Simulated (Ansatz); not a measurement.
Trial structures of C: starts and ends

Level of theory: Ansatz 0.2.0, DFT PBE, scalar-relativistic, plane waves, PAW. All cells share a 420 eV cutoff and Γ-centred k meshes spaced at most about 0.3 Å⁻¹ (about 0.25 or finer for metals, 2π included). No spin polarisation in the final relaxations.

Each guess was relaxed in cell and atoms at zero pressure, within the symmetry of its start. All energies are static (0 K, no zero-point motion). Coordination counts all near atoms (those within 1.25 times the shortest such distance or 1.15 times the sum of covalent radii; a plus sign parts nearer from farther groups; a slash parts the counts of unlike sites).

```csv
guess,made from,start group,V start (Å³/atom),end group,V end (Å³/atom),coordination at the end,gap on mesh (eV),E over the lowest end (meV/atom)
1,"3-, 4-connected net of one element",I4_122,6.5,I4_122,8.3,C 1+2/2+2,0,1358
2,4-connected net of one element,P1,5.6,Imm2,7.7,C 1+2/4,0,930
3,4-connected net of one element,P2,5.4,?,?,?,?,?
4,4-connected net of one element,Pcca,4.4,Fmmm,11.4,C 3,1.04,0
```

Guess 3 as it starts:

Space group P2 (No. 3). a = 2.630 Å, b = 2.994 Å, c = 2.725 Å, α = 90.00°, β = 92.69°, γ = 90.00°
| atom | site | symmetry | x | y | z |
| --- | --- | --- | --- | --- | --- |
| C | 2e | 1 | 0.8682 | 0.9001 | 0.7480 |
| C | 1c | 2 | 0.5000 | 0.1569 | 0.0000 |
| C | 1a | 2 | 0.0000 | 0.4605 | 0.0000 |

Question: Fill in the missing row: what does this guess relax into, and where does it rank?

Answer: It ends in space group P4_322 (No. 95), with a = 3.106 Å, c = 2.452 Å, 5.9 Å³/atom and a gap of 1.06 eV. It lies 1.23 eV/atom over the lowest end, above guess 2 and below guess 1. Counting all near atoms, this end has C 2+2 and the lowest (guess 4) has C 3.

```cif
data_structure
_symmetry_space_group_name_H-M 'P4_322'
_symmetry_Int_Tables_number 95
_cell_length_a 3.1062
_cell_length_b 3.1062
_cell_length_c 2.4517
_cell_angle_alpha 90.000
_cell_angle_beta 90.000
_cell_angle_gamma 90.000
_cell_volume 23.66
loop_
_atom_site_label
_atom_site_type_symbol
_atom_site_symmetry_multiplicity
_atom_site_Wyckoff_symbol
_atom_site_fract_x
_atom_site_fract_y
_atom_site_fract_z
_atom_site_occupancy
C1 C 4 a 0.35419 0.00000 0.25000 1
```

Weakly bound directions are ill-defined at this level, which has no dispersion term (Fmmm), and this can change margins and order among such cells. Kohn–Sham gaps at this level usually fall short of measured ones. With atoms moved at random, P4_322 came back. Other cells relaxed within their symmetry can be saddle points. The part of the Crystallography Open Database at hand lists C in space groups No. 58, 69, 71, 141, 166 and others; sharing a group (Fmmm) doesn't make a cell the listed structure. Some types were kept out of the candidates beforehand, so the set may lack a known form.

The lowest end is probably a graphite-like stack, in which three σ bonds per atom and a delocalised π system satisfy carbon's valence without angular strain. Its gap of 1.04 eV conflicts with the semimetallic character of graphite; the k mesh probably misses the band crossing near the zone corner.

Guess 3 keeps four neighbours per atom, but its cost of 1.23 eV/atom can't be put down to fourfold bonding as such, since diamond is nearly degenerate with graphite. The coordinates instead show two stretched bonds per atom and angles far from tetrahedral, so strain in the σ framework is the likely main cause. Its gap fits a saturated network with bonding and antibonding states kept apart.

Energy doesn't follow coordination or density across the set: guess 2, with mixed coordination, lies below the fully four-connected guess 3, while guess 1, also mixed and less dense than either, lies highest. The return of P4_322 after random displacements suggests a local minimum, but says nothing about the height of the barriers around it.
